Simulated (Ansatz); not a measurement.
# GaAs (F-43m) in Ansatz: reference runs

Reference runs on GaAs: the cell as given and a disturbed copy.

Program: Ansatz 0.2.0. These are calculated values, not measurements. Logs are shortened: lines on timing, memory, paths and dates and some standing lists are left out, and cuts for length are marked.

**Experimental background.**

From “Evidence of valence band perturbations in GaAsN/GaAs(001): A combined variable-angle spectroscopic ellipsometry and modulated photoreflectance investigation”, 2008, arxiv:0805.2212, for a bulk crystal of GaAs at 300 K: band gap 1.412 ± 0.01 eV (direct).

The results are compared with them further down.

### Step 1. The crystal as given

The structure is cubic, space group F-43m (No. 216). The conventional cell has a = 5.654 Å, b = 5.654 Å, c = 5.654 Å, α = 90.00°, β = 90.00°, γ = 90.00°. As (site symmetry -43m) is surrounded by 4 Ga at 2.45 Å. Around Ga (site symmetry -43m) lie 4 As at 2.45 Å.

### Step 2. Single point, PBE

Contents of input.yaml:

```yaml
crystal:
  lattice:
    - [0.0, 2.82685, 2.82685]
    - [2.82685, 0.0, 2.82685]
    - [2.82685, 2.82685, 0.0]
  atoms:
    - { symbol: As, position: [0.75, 0.75, 0.75] }
    - { symbol: Ga, position: [0.0, 0.0, 0.0] }
kpoints:
  mp_grid: { grid: [8, 8, 8] }
scf:
  occupations: { method: fermi_dirac, width: 0.05 }
hamiltonian:
  xc: pbe
  pseudopotentials: { kind: all_electron, lapw: { basis_error: 0.001 } }
output:
  forces: true
  stress: true
  eigenvalues: true
  populations: true
```

Potentials or basis: all-electron LAPW, scalar-relativistic.

Run with:

```sh
$ ansatz run input.yaml --threads 1 --pin off --max-ram 3072MiB --backend cpu --events-out ev --progress --plain --runs-dir out
```

Standard output:

```text
Warning: RAYON_NUM_THREADS=1 ignored (pool sized by the plan → 1); use --threads N
As: projections on atomic orbitals take those of the free atom 1s2 2s2 2p6 3s2 3p6 3d10 4s2 4p3, of charge +0.00 (hamiltonian.pseudopotentials.projection_atoms)
Ga: projections on atomic orbitals take those of the free atom 1s2 2s2 2p6 3s2 3p6 3d10 4s2 4p1, of charge +0.00 (hamiltonian.pseudopotentials.projection_atoms)
LAPW: plane waves up to 9.105 Å⁻¹, error target 1.0e-3 eV per atom; small_component_spin mean_spin; Ga in spheres of 1.234 Å, 21 of its electrons in bands, Dirac shells []; As in spheres of 1.214 Å, 23 of its electrons in bands, Dirac shells [] (how accurate: hamiltonian.pseudopotentials.lapw.basis_error, Limitations)
Engine: ansatz 0.2.0, x86_64-unknown-linux-gnu
Pseudopotentials: kind: all_electron
Pseudopotential: As, LAPW, valence charge 23, lapw/all_electron/scalar/gaussian/As, Koelling and Harmon's equation, gaussian nucleus
Pseudopotential: Ga, LAPW, valence charge 21, lapw/all_electron/scalar/gaussian/Ga, Koelling and Harmon's equation, gaussian nucleus
Functional definition: PBE
  parameter kappa = 0.804
  parameter beta = 0.06672455060314922
  exchange = pbe_x(kappa = kappa, mu = beta*pi^2/3)
  correlation = pbe_c(beta = beta)
Crystal: 2 atoms, lattice volume = 45.179 Å³
Basis set: ecut = 315.8813583527666 eV, 561 PW (Γ), exchange–correlation at level 2
Bands: 27, of which v1, the nominal top of the filled ones, is band 22 counted from 1 (21 counted from 0)
Symmetry: 24 space group operations
Space group: F-43m (ITA 216), of the structure as read, at distance tolerance 3.6e-5 Å
k-points: 29 of 512 (time reversal used)
Non-local potential: As, projectors of the file, none
Non-local potential: Ga, projectors of the file, none
Initial density: superposition of atomic densities (chi_scale 0.1, normalization cell, long waves kept (reshape's long-wave potential 0.00 eV rms))
Initial wavefunctions: plane waves of lowest kinetic energy (no species holds an atomic orbital)
Functional: x = pbe(κ = 0.804, μ = 0.2195149727645171), c = pbe(β = 0.06672455060314922)
iter 1 solved again at ethr=1.31e-3 eV; its pass at ethr=1.00e-1 eV (dr2=5.78e-1 eV) is discarded
SCF iter   1: F=—  HF=-114424.608833 eV  |F-HF|=—  |Δ(HF+E_count)|=         —  Δρ=3.06e-2  dr2=5.79e-1  ethr=1.31e-3  ⟨swp⟩=2.0  Hψ=4834  notcnv=0
preconditioner: auto → none  [insulator: Δε(μ)=0.701 eV  Ē_g=15.932 eV  σ=0.050 eV  W_gap=1.00  n_scr=14 (ndim 8)  ℏωp=23.4 eV  f_vac=0.115  D(μ)=0.00/eV (n_scr^D=0)  ε∞_Penn≈3.2]
SCF iter   2: F=—  HF=-114424.467419 eV  |F-HF|=—  |Δ(HF+E_count)|=   1.41e-1  Δρ=1.22e-2  dr2=6.40e-2  ethr=1.31e-3  ⟨swp⟩=2.3  Hψ=2334  notcnv=0
SCF iter   3: F=—  HF=-114424.454467 eV  |F-HF|=—  |Δ(HF+E_count)|=   1.30e-2  Δρ=5.46e-3  dr2=1.27e-2  ethr=1.45e-4  ⟨swp⟩=2.0  Hψ=2319  notcnv=0
iter 4 solved again at ethr=1.04e-6 eV; its pass at ethr=2.89e-5 eV (dr2=4.59e-4 eV) is discarded
SCF iter   4: F=—  HF=-114424.450834 eV  |F-HF|=—  |Δ(HF+E_count)|=         —  Δρ=1.07e-3  dr2=4.57e-4  ethr=1.04e-6  ⟨swp⟩=2.0  Hψ=3813  notcnv=0
the basis was enlarged: its passes take 130.7 KiB over the memory plan, 1 of 1 planned eigensolver slots
SCF iter   5: F=—  HF=-114424.450763 eV  |F-HF|=—  |Δ(HF+E_count)|=   7.13e-5  Δρ=2.15e-4  dr2=1.24e-5  ethr=1.04e-6  ⟨swp⟩=2.8  Hψ=2207  notcnv=0
SCF iter   6: F=—  HF=-114424.450781 eV  |F-HF|=—  |Δ(HF+E_count)|=   1.81e-5  Δρ=8.35e-5  dr2=2.35e-6  ethr=2.81e-8  ⟨swp⟩=3.0  Hψ=2279  notcnv=0
SCF iter   7: F=-114424.450786 eV  HF=-114424.450786 eV  |F-HF|=1.80e-7  |Δ(HF+E_count)|=   5.39e-6  Δρ=1.40e-5  dr2=7.42e-8  ethr=5.34e-9  ⟨swp⟩=3.0  Hψ=2293  notcnv=0
SCF 1 converged in 7 iterations: F = -114424.450786 eV  dr2 = 7.42e-8
SCF converged after 7 iterations
Free energy (F): -114424.450786 eV
Harris-Foulkes:  -114424.450786 eV  (|F-HF|=1.80e-7)
Internal energy: -114424.450762 eV  (E = F + TS)
E sigma→0 (E₀):  -114424.450774 eV
Entropy (-TS):   -0.000024 eV (-0.012 meV/atom)
Fermi energy:    9.642969 eV
--- Per-component energies (eV) ---
  E_band       = -2120.886668
  E_kinetic    = 116839.768107
  E_xc         = -4342.503903
  E_electrostatic = -226921.714966  (all electrons and nuclei)
  E_smearing   = -0.000024  (= −TS)
  E_closure    = 0.000000  (closes the sum)
  E_atoms      = -114416.203472  (free atoms, spherical and without spin; not in F)
  Σ components = -114424.450786   (vs F -114424.450786, Δ=0.00e0)
  Basis errors (estimates in eV, not in F): energy 4.3e-4 per atom: plane waves 4.0e-4 (2.3e-4 summed), levels above the bands 1.9e-76, relativity 3.2e-8, radial functions 3.4e-5, core shells 6.7e-11; eigenvalues (radial functions only) 8.7e-7; not estimated: angular momenta, meshes, grids; target (lapw.basis_error) 1.0e-3; muffin-tin radii Ga 1.234 Å, As 1.214 Å
--- Forces (eV/Å), atoms counted from 1 ---
  atom   1  As    -0.00000000     0.00000000    -0.00000000
  atom   2  Ga     0.00000000    -0.00000000    -0.00000000
  max |Σ_I F_I| component: 1.73e-17 eV/Å
--- Stress (GPa, compression-positive) ---
        3.273495       0.000000      -0.000000
        0.000000       3.273495       0.000000
       -0.000000       0.000000       3.273495
  P = ⅓ Tr σ = 3.2735 GPa (32.735 kbar)
--- Band table (eV; the first three rows and the last of 29) ---
  k-point 0: bands = ["-175.3707", "-134.2562", "-118.7428", "-118.7428", "-118.7428", "-84.9877", "-84.9877", "-84.9877", "-25.7912", "-25.7912", "-25.7912", "-25.7817", "-25.7817", "-5.4244", "-5.4244", "-5.4244", "-5.3461", "-5.3461", "-3.3727", "9.3535", "9.3535", "9.3535", "9.8741", "13.0941", "13.0941", "13.0941", "16.9516"]
  k-point 1: bands = ["-175.3707", "-134.2562", "-118.7428", "-118.7428", "-118.7428", "-84.9877", "-84.9877", "-84.9877", "-25.7912", "-25.7911", "-25.7911", "-25.7817", "-25.7817", "-5.4382", "-5.4208", "-5.4208", "-5.3463", "-5.3463", "-3.1900", "7.3933", "9.1180", "9.1180", "10.9489", "13.4416", "13.4416", "13.5537", "17.8885"]
  k-point 2: bands = ["-175.3707", "-134.2562", "-118.7428", "-118.7428", "-118.7428", "-84.9877", "-84.9877", "-84.9877", "-25.7911", "-25.7908", "-25.7908", "-25.7816", "-25.7816", "-5.4684", "-5.4131", "-5.4131", "-5.3458", "-5.3458", "-2.6801", "5.2199", "8.6767", "8.6767", "10.8095", "13.9596", "13.9596", "15.3121", "18.3276"]
  k-point 28: bands = ["-175.3707", "-134.2562", "-118.7428", "-118.7428", "-118.7428", "-84.9877", "-84.9877", "-84.9877", "-25.7910", "-25.7906", "-25.7894", "-25.7819", "-25.7811", "-5.5248", "-5.3927", "-5.3801", "-5.3566", "-5.3424", "-0.8149", "2.7310", "5.8235", "6.0165", "13.9795", "14.0777", "14.7720", "15.4036", "20.4307"]
--- Löwdin populations: 2 sites ---
  site symbol       q [e]
     0     As     33.0072
     1     Ga     30.9533
  spilling = 0.000616 (of n_electrons = 64.000000)
```

Wall time 29 s (1 thread of AMD EPYC 7R43 (Zen 3), shared host); peak memory 0.33 GiB.

Results:

```
Free energy            : -114424.4508 eV
Pressure               : 3.3 GPa
Band gap on the k mesh : 0.52 eV, direct
```

Levels at points of the mesh, in eV from the valence-band top:
```
             k point  band 19  band 20  band 21  band 22  band 23  band 24  band 25  band 26
  (0.00, 0.00, 0.00)   -12.73     0.00     0.00     0.00     0.52     3.74     3.74     3.74
 (0.00, 0.00, -0.50)   -10.96    -6.63    -1.14    -1.14     1.01     4.65     4.65     7.76
(0.00, -0.50, -0.50)   -10.23    -6.81    -2.67    -2.67     1.47     1.66    10.18    10.18
```

### Step 3. Single point, PBE (atoms moved at random, drawn with an rms of 0.05 Å)

Edit input.yaml of step 2 so:

```diff
@@ -6,4 +6,4 @@
   atoms:
-    - { symbol: As, position: [0.75, 0.75, 0.75] }
-    - { symbol: Ga, position: [0.0, 0.0, 0.0] }
+    - { symbol: As, position: [0.757905, 0.739783, 0.759421] }
+    - { symbol: Ga, position: [0.009646, 0.00933, -0.020551] }
 kpoints:
```

Potentials or basis: all-electron LAPW, scalar-relativistic.

Run with:

```sh
$ ansatz run input.yaml --threads 1 --pin off --max-ram 3072MiB --backend cpu --events-out ev --progress --plain --runs-dir out
```

Standard output:

```text
Warning: RAYON_NUM_THREADS=1 ignored (pool sized by the plan → 1); use --threads N
As: projections on atomic orbitals take those of the free atom 1s2 2s2 2p6 3s2 3p6 3d10 4s2 4p3, of charge +0.00 (hamiltonian.pseudopotentials.projection_atoms)
Ga: projections on atomic orbitals take those of the free atom 1s2 2s2 2p6 3s2 3p6 3d10 4s2 4p1, of charge +0.00 (hamiltonian.pseudopotentials.projection_atoms)
LAPW: plane waves up to 9.406 Å⁻¹, error target 1.0e-3 eV per atom; small_component_spin mean_spin; Ga in spheres of 1.201 Å, 21 of its electrons in bands, Dirac shells []; As in spheres of 1.184 Å, 23 of its electrons in bands, Dirac shells [] (how accurate: hamiltonian.pseudopotentials.lapw.basis_error, Limitations)
[... 9 set-up lines as earlier in the session ...]
Crystal: 2 atoms, lattice volume = 45.179 Å³
Basis set: ecut = 337.0555734675763 eV, 609 PW (Γ), exchange–correlation at level 2
Bands: 27, of which v1, the nominal top of the filled ones, is band 22 counted from 1 (21 counted from 0)
Symmetry: 1 space group operations
Space group: P1 (ITA 1), of the structure as read, at distance tolerance 3.6e-5 Å
k-points: 260 of 512 (time reversal used)
[... 5 set-up lines as earlier in the session ...]
iter 1 solved again at ethr=1.35e-3 eV; its pass at ethr=1.00e-1 eV (dr2=5.94e-1 eV) is discarded
SCF iter   1: F=—  HF=-114424.564988 eV  |F-HF|=—  |Δ(HF+E_count)|=         —  Δρ=3.11e-2  dr2=5.96e-1  ethr=1.35e-3  ⟨swp⟩=2.0  Hψ=43241  notcnv=0
preconditioner: auto → none  [insulator: Δε(μ)=0.405 eV  Ē_g=15.936 eV  σ=0.050 eV  W_gap=0.97  n_scr=14 (ndim 8)  ℏωp=23.4 eV  f_vac=0.111  D(μ)=0.00/eV (n_scr^D=0)  ε∞_Penn≈3.2]
SCF iter   2: F=—  HF=-114424.420103 eV  |F-HF|=—  |Δ(HF+E_count)|=   1.45e-1  Δρ=1.24e-2  dr2=6.43e-2  ethr=1.35e-3  ⟨swp⟩=2.2  Hψ=20786  notcnv=0
SCF iter   3: F=—  HF=-114424.407117 eV  |F-HF|=—  |Δ(HF+E_count)|=   1.30e-2  Δρ=5.55e-3  dr2=1.28e-2  ethr=1.46e-4  ⟨swp⟩=2.0  Hψ=20691  notcnv=0
iter 4 solved again at ethr=1.14e-6 eV; its pass at ethr=2.90e-5 eV (dr2=5.00e-4 eV) is discarded
SCF iter   4: F=—  HF=-114424.403025 eV  |F-HF|=—  |Δ(HF+E_count)|=         —  Δρ=1.15e-3  dr2=4.98e-4  ethr=1.14e-6  ⟨swp⟩=2.0  Hψ=34040  notcnv=0
the basis was enlarged: its passes take 135.3 KiB over the memory plan, 1 of 1 planned eigensolver slots
SCF iter   5: F=—  HF=-114424.402998 eV  |F-HF|=—  |Δ(HF+E_count)|=   2.66e-5  Δρ=2.32e-4  dr2=1.47e-5  ethr=1.13e-6  ⟨swp⟩=2.9  Hψ=19744  notcnv=0
SCF iter   6: F=—  HF=-114424.403017 eV  |F-HF|=—  |Δ(HF+E_count)|=   1.91e-5  Δρ=8.64e-5  dr2=2.47e-6  ethr=3.34e-8  ⟨swp⟩=3.0  Hψ=20264  notcnv=0
SCF iter   7: F=-114424.403023 eV  HF=-114424.403023 eV  |F-HF|=1.57e-7  |Δ(HF+E_count)|=   5.28e-6  Δρ=1.36e-5  dr2=7.28e-8  ethr=5.61e-9  ⟨swp⟩=3.0  Hψ=20440  notcnv=0
SCF 1 converged in 7 iterations: F = -114424.403023 eV  dr2 = 7.28e-8
SCF converged after 7 iterations
Free energy (F): -114424.403023 eV
Harris-Foulkes:  -114424.403023 eV  (|F-HF|=1.57e-7)
Internal energy: -114424.402876 eV  (E = F + TS)
E sigma→0 (E₀):  -114424.402949 eV
Entropy (-TS):   -0.000147 eV (-0.073 meV/atom)
Fermi energy:    9.773997 eV
--- Per-component energies (eV) ---
  E_band       = -2121.298209
  E_kinetic    = 116839.970411
  E_xc         = -4342.518664
  E_electrostatic = -226921.854623  (all electrons and nuclei)
  E_smearing   = -0.000147  (= −TS)
  E_closure    = 0.000000  (closes the sum)
  E_atoms      = -114416.203472  (free atoms, spherical and without spin; not in F)
  Σ components = -114424.403023   (vs F -114424.403023, Δ=0.00e0)
  Basis errors (estimates in eV, not in F): energy 4.3e-4 per atom: plane waves 4.0e-4 (2.4e-4 summed), levels above the bands 2.9e-75, relativity 1.1e-8, radial functions 3.0e-5, core shells 8.9e-11; eigenvalues (radial functions only) 8.4e-7; not estimated: angular momenta, meshes, grids; target (lapw.basis_error) 1.0e-3; muffin-tin radii Ga 1.201 Å, As 1.184 Å
--- Forces (eV/Å), atoms counted from 1 ---
  atom   1  As    -0.15305848    -0.70904105     0.51089034
  atom   2  Ga     0.15306688     0.70906047    -0.51090554
  max |Σ_I F_I| component: 1.94e-5 eV/Å
--- Stress (GPa, compression-positive) ---
        3.679603      -1.515640       2.103036
       -1.515640       3.465783       0.469916
        2.103036       0.469916       3.571235
  P = ⅓ Tr σ = 3.5722 GPa (35.722 kbar)
--- Band table (eV; the first three rows and the last of 260) ---
  k-point 0: bands = ["-175.3717", "-134.2760", "-118.7487", "-118.7456", "-118.7369", "-85.0164", "-85.0052", "-85.0011", "-25.8009", "-25.7982", "-25.7844", "-25.7814", "-25.7796", "-5.4573", "-5.4479", "-5.4383", "-5.3662", "-5.3661", "-3.3733", "9.0786", "9.2767", "9.6720", "9.8750", "12.9070", "13.1322", "13.2863", "16.9347"]
  k-point 1: bands = ["-175.3717", "-134.2760", "-118.7487", "-118.7456", "-118.7369", "-85.0164", "-85.0052", "-85.0011", "-25.8008", "-25.7982", "-25.7843", "-25.7813", "-25.7795", "-5.4609", "-5.4481", "-5.4428", "-5.3662", "-5.3661", "-3.1964", "7.6388", "8.8843", "9.0762", "10.8365", "13.4020", "13.5266", "13.6104", "17.8789"]
  k-point 2: bands = ["-175.3717", "-134.2760", "-118.7487", "-118.7456", "-118.7369", "-85.0164", "-85.0052", "-85.0011", "-25.8006", "-25.7981", "-25.7842", "-25.7811", "-25.7792", "-5.4883", "-5.4437", "-5.4379", "-5.3654", "-5.3651", "-2.7077", "5.4933", "8.4939", "8.6850", "10.5957", "13.7828", "14.0155", "15.3616", "18.2670"]
  k-point 259: bands = ["-175.3717", "-134.2760", "-118.7487", "-118.7456", "-118.7369", "-85.0164", "-85.0052", "-85.0011", "-25.8003", "-25.7976", "-25.7842", "-25.7806", "-25.7795", "-5.5308", "-5.4273", "-5.4187", "-5.3637", "-5.3614", "-1.5886", "2.6174", "7.9751", "8.4883", "10.4189", "13.6638", "14.4091", "17.1355", "19.6985"]
--- Löwdin populations: 2 sites ---
  site symbol       q [e]
     0     As     33.0098
     1     Ga     30.9503
  spilling = 0.000625 (of n_electrons = 64.000000)
```

Wall time 3.8 min (1 thread of AMD EPYC 7R43 (Zen 3), shared host); peak memory 0.88 GiB.

Results:

| Quantity | Value |
| --- | --- |
| Free energy | -114424.4030 eV |
| Pressure | 3.6 GPa |
| Largest force | 0.887 eV/Å |
| Band gap on the k mesh | 0.20 eV, direct |

Forces on the atoms (eV/Å):
```
As  -0.153 -0.709  0.511
Ga   0.153  0.709 -0.511
```

Stress tensor (GPa, compression positive):
```
 3.68 -1.52  2.10
-1.52  3.47  0.47
 2.10  0.47  3.57
```

### Step 4. Against experiment

Step 2. Against the measured gap of GaAs, 1.412 eV (direct; 300 K; “Evidence of valence band perturbations in GaAsN/GaAs(001): A combined variable-angle spectroscopic ellipsometry and modulated photoreflectance investigation”, 2008, arxiv:0805.2212), the calculated 0.52 eV is off by -0.89 eV. 3 values of this kind are on record (1.412 to 1.51 eV); this one was drawn at random among those near their median, those with a stated uncertainty first. Spin-orbit coupling on As, Ga is left out. The value is that of PBE on a finite k mesh, which can miss the band edges, without temperature or zero-point motion. Semilocal functionals fall short of measured gaps as a rule.
